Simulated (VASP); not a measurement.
# Pt (Fm-3m) in VASP: notebook, part 2 of 2

VASP 6.6.1.

## Step 4: Vibrations by finite differences, PBE

This run uses another cell than the first one, of 15.57 Å³/atom, 1.033 times its volume.

File INCAR:

```
SYSTEM = Pt
  PREC = Accurate
  ENCUT = 350
  EDIFF = 1E-8
  ISMEAR = 0
  SIGMA = 0.1
  LREAL = .False.
  LASPH = .True.
  NELM = 80
  ALGO = Normal
  ISIF = 3
  LWAVE = .False.
  LCHARG = .False.
  GGA = PE
  IBRION = 6
  NFREE = 2
  POTIM = 0.015
  NSW = 1
```

File KPOINTS:

```
regular mesh
0
Gamma
  18 18 18
  0 0 0
```

File POSCAR:

```
Pt                                      
1.0
    0.0000000000      1.9820238403      1.9820238403
    1.9820238403      0.0000000000      1.9820238403
    1.9820238403      1.9820238403     -0.0000000000
  Pt            
     1
Direct
     0.0000000000000000    0.0000000000000000    0.0000000000000000
```

Potentials or basis: VASP PAW PBE potentials, release 64 (Pt).

Launch:

```sh
$ cat potpaw_PBE.64/Pt/POTCAR > POTCAR
$ mpirun -np 1 vasp_std > vasp.out
```

OUTCAR:

```text
SYSTEM = Pt
   PREC = Accurate
   ENCUT = 350
   EDIFF = 1E-8
   ISMEAR = 0
   LREAL = .False.
   LASPH = .True.
   NELM = 80
   ISIF = 3
   GGA = PE
   IBRION = 6
   NFREE = 2
   POTIM = 0.015
   NSW = 1

 ion  position               nearest neighbor table
   1  0.000  0.000  0.000-

  LATTYP: Found a face centered cubic cell.
 ALAT       =     3.9640476806

  Lattice vectors:

 A1 = (   0.0000000000,   1.9820238403,   1.9820238403)
 A2 = (   1.9820238403,   0.0000000000,   1.9820238403)
 A3 = (   1.9820238403,   1.9820238403,   0.0000000000)

Analysis of symmetry for initial positions (statically):
=====================================================================
 Subroutine PRICEL returns:
 Original cell was already a primitive cell.

 Routine SETGRP: Setting up the symmetry group for a
 face centered cubic supercell.

 Subroutine GETGRP returns: Found 48 space group operations
 (whereof 48 operations were pure point group operations)
 out of a pool of 48 trial point group operations.

The static configuration has the point symmetry O_h .

Analysis of symmetry for dynamics (positions and initial velocities):
=====================================================================
 Subroutine PRICEL returns:
 Original cell was already a primitive cell.

 Routine SETGRP: Setting up the symmetry group for a
 face centered cubic supercell.

 Subroutine GETGRP returns: Found 48 space group operations
 (whereof 48 operations were pure point group operations)
 out of a pool of 48 trial point group operations.

The dynamic configuration has the point symmetry O_h .

 Subroutine INISYM returns: Found 48 space group operations
 (whereof 48 operations are pure point group operations),
 and found     1 'primitive' translations

----------------------------------------------------------------------------------------

                                     Primitive cell

  volume of cell :      15.5724

  direct lattice vectors                    reciprocal lattice vectors
     0.000000000  1.982023840  1.982023840    -0.252267400  0.252267400  0.252267400
     1.982023840  0.000000000  1.982023840     0.252267400 -0.252267400  0.252267400
     1.982023840  1.982023840  0.000000000     0.252267400  0.252267400 -0.252267400

  length of vectors
     2.803004996  2.803004996  2.803004996     0.436939953  0.436939953  0.436939953

  position of ions in fractional coordinates (direct lattice)
     0.000000000  0.000000000  0.000000000

  ion indices of the primitive-cell ions
   primitive index   ion index
                 1           1

----------------------------------------------------------------------------------------

 KPOINTS: regular mesh

Automatic generation of k-mesh.
 Grid dimensions read from file:
[... 224 lines left out ...]

 number of electron       9.9999999 magnetization

------------------------ aborting loop because EDIFF is reached ----------------------------------------
[... 65 lines left out ...]
--------------------------------------- Ionic step       15  -------------------------------------------

 number of electron       9.9999999 magnetization

 Free energy of the ion-electron system (eV)
  ---------------------------------------------------
  ext. energy  EPLUGINS =         0.00000000
  ---------------------------------------------------
  free energy    TOTEN  =        -6.09904551 eV

  energy without entropy =       -6.08784705  energy(sigma->0) =       -6.09344628

 E-fermi :  10.6601     XC(G=0): -13.2992

 val. band max:       10.6599823708   @ k =  -0.3333   0.3889   0.1111
 cond. band min:      10.6715125360   @ k =   0.4444   0.1111   0.0000
 fundamental gap:      0.0115301652
 Fermi energy:        10.6601050019

 k-point     1 :       0.0000    0.0000    0.0000
  band No.  band energies     occupation
      1       0.7972      2.00000
      2       7.0623      2.00000
      3       7.0623      2.00000
      4       7.0623      2.00000
      5       9.1060      2.00000
      6       9.1060      2.00000
      7      25.3847      0.00000
      8      30.1691      0.00000
      9      30.1691      0.00000
[... 265 lines left out ...]
 k-point    24 :      -0.2222    0.0556    0.0000
  band No.  band energies     occupation
      1       2.7915      2.00000
      2       6.5986      2.00000
      3       7.4381      2.00000
      4       7.5016      2.00000
      5       8.9291      2.00000
      6       9.5729      2.00000
      7      24.1650      0.00000
      8      27.1378      0.00000
      9      31.3889      0.00000

 [... further k-points ...]

------------------------ aborting loop because EDIFF is reached ----------------------------------------

  FORCE on cell =-STRESS in cart. coord.  units (eV):
  Direction    XX          YY          ZZ          XY          YZ          ZX
  --------------------------------------------------------------------------------------
  -------------------------------------------------------------------------------------
  Total        0.0013186      0.0013186      0.0013186      0.0000000     -0.0000000      0.0000000
  in kB        0.1356689      0.1356689      0.1356689      0.0000000     -0.0000000      0.0000000
  external PRESSURE =       0.1356689 kB  Pullay stress =       0.0000000 kB
[... 16 lines left out ...]
  FREE ENERGIE OF THE ION-ELECTRON SYSTEM (eV)
  ---------------------------------------------------
  free  energy   TOTEN  =        -6.0990455074 eV

  energy  without entropy=       -6.0878470520  energy(sigma->0) =       -6.09344628

 INTERNAL STRAIN TENSORS FROM STRAINED CELLS
 ============================================

 INTERNAL STRAIN TENSOR FOR ION    1 for displacements in x,y,z  (eV/Angst):
          X           Y           Z          XY          YZ          ZX
  --------------------------------------------------------------------------------
  x     0.00000     0.00000     0.00000    -0.00000     0.00000     0.00000
  y    -0.00000     0.00000    -0.00000     0.00000     0.00000     0.00000
  z     0.00000    -0.00000     0.00000     0.00000    -0.00000     0.00000

 INTERNAL STRAIN TENSORS FROM DISPLACED ATOMS
 ============================================

 INTERNAL STRAIN TENSOR FOR ION    1 for displacements in x,y,z  (eV/Angst):
          X           Y           Z          XY          YZ          ZX
  --------------------------------------------------------------------------------
  x     0.00000     0.00000     0.00000     0.00000     0.00000     0.00000
  y     0.00000     0.00000     0.00000     0.00000     0.00000     0.00000
  z     0.00000     0.00000     0.00000     0.00000     0.00000     0.00000

 Eigenvectors and eigenvalues of the dynamical matrix
 ----------------------------------------------------

   1 f  =    0.000000 THz     0.000000 2PiTHz    0.000000 cm-1     0.000000 meV
             X         Y         Z           dx          dy          dz
      0.000000  0.000000  0.000000     1.000000    0.000000    0.000000

   2 f  =    0.000000 THz     0.000000 2PiTHz    0.000000 cm-1     0.000000 meV
             X         Y         Z           dx          dy          dz
      0.000000  0.000000  0.000000     0.000000    1.000000    0.000000

   3 f  =    0.000000 THz     0.000000 2PiTHz    0.000000 cm-1     0.000000 meV
             X         Y         Z           dx          dy          dz
      0.000000  0.000000  0.000000     0.000000    0.000000    1.000000

--------------------------------------------------------------------------------------------------------

 ELASTIC MODULI CONTR FROM IONIC RELAXATION (kBar)
 Direction    XX          YY          ZZ          XY          YZ          ZX
 --------------------------------------------------------------------------------
 XX           0.0000      0.0000      0.0000      0.0000      0.0000      0.0000
 YY           0.0000      0.0000      0.0000      0.0000      0.0000      0.0000
 ZZ           0.0000      0.0000      0.0000      0.0000      0.0000      0.0000
 XY           0.0000      0.0000      0.0000      0.0000      0.0000      0.0000
 YZ           0.0000      0.0000      0.0000      0.0000      0.0000      0.0000
 ZX           0.0000      0.0000      0.0000      0.0000      0.0000      0.0000
 --------------------------------------------------------------------------------

 TOTAL ELASTIC MODULI (kBar)
 Direction    XX          YY          ZZ          XY          YZ          ZX
 --------------------------------------------------------------------------------
 XX        3135.9414   2256.4708   2256.4708      0.0000      0.0000     -0.0000
 YY        2256.4708   3135.9414   2256.4708      0.0000      0.0000      0.0000
 ZZ        2256.4708   2256.4708   3135.9414      0.0000      0.0000     -0.0000
 XY           0.0000      0.0000      0.0000    622.9753      0.0000      0.0000
 YZ           0.0000      0.0000      0.0000      0.0000    622.9753      0.0000
 ZX          -0.0000      0.0000     -0.0000      0.0000      0.0000    622.9753
 --------------------------------------------------------------------------------
```

OSZICAR:

```text
N       E                     dE             d eps       ncg     rms          rms(c)
DAV:   1     0.190487371219E+02    0.19049E+02   -0.43614E+03  4334   0.722E+02
DAV:   2    -0.629544169805E+01   -0.25344E+02   -0.24070E+02  3730   0.140E+02
[... 14 lines left out ...]
DAV:   1    -0.609627456259E+01    0.27709E-02   -0.46854E+00  3510   0.155E+01    0.129E-01
DAV:   2    -0.609946762598E+01   -0.31931E-02   -0.34720E-02  3707   0.204E+00    0.802E-02
DAV:   3    -0.609904596798E+01    0.42166E-03   -0.15925E-03  3714   0.312E-01    0.456E-03
DAV:   4    -0.609904571475E+01    0.25323E-06   -0.13298E-05  4060   0.360E-02    0.260E-03
DAV:   5    -0.609904555494E+01    0.15982E-06   -0.27948E-07  3966   0.448E-03    0.756E-04
DAV:   6    -0.609904549980E+01    0.55138E-07   -0.17437E-08  3414   0.108E-03    0.355E-05
DAV:   7    -0.609904550742E+01   -0.76200E-08   -0.41839E-10  1956   0.188E-04
  15 F= -.60990455E+01 E0= -.60934463E+01  d E =-.111985E-01
```

Run time: 4.8 min. Hardware: 1 thread of Intel Xeon 6975P-C (Granite Rapids), shared host; peak memory 0.39 GiB.

What came out:

```yaml
Elastic_constants_C11_C12_C44: 314, 226, 62 GPa
Voigt_bulk_modulus: 255 GPa
```

Elastic tensor in Voigt notation (GPa, in the Cartesian axes of the cell as first typed):
```
314 226 226   0   0   0
226 314 226   0   0   0
226 226 314   0   0   0
  0   0   0  62   0   0
  0   0   0   0  62   0
  0   0   0   0   0  62
```

Clamped-ion elastic tensor (GPa):
```
314 226 226   0   0   0
226 314 226   0   0   0
226 226 314   0   0   0
  0   0   0  62   0   0
  0   0   0   0  62   0
  0   0   0   0   0  62
```

Caveat: elastic constants of metals need much finer meshes, so these are rough.
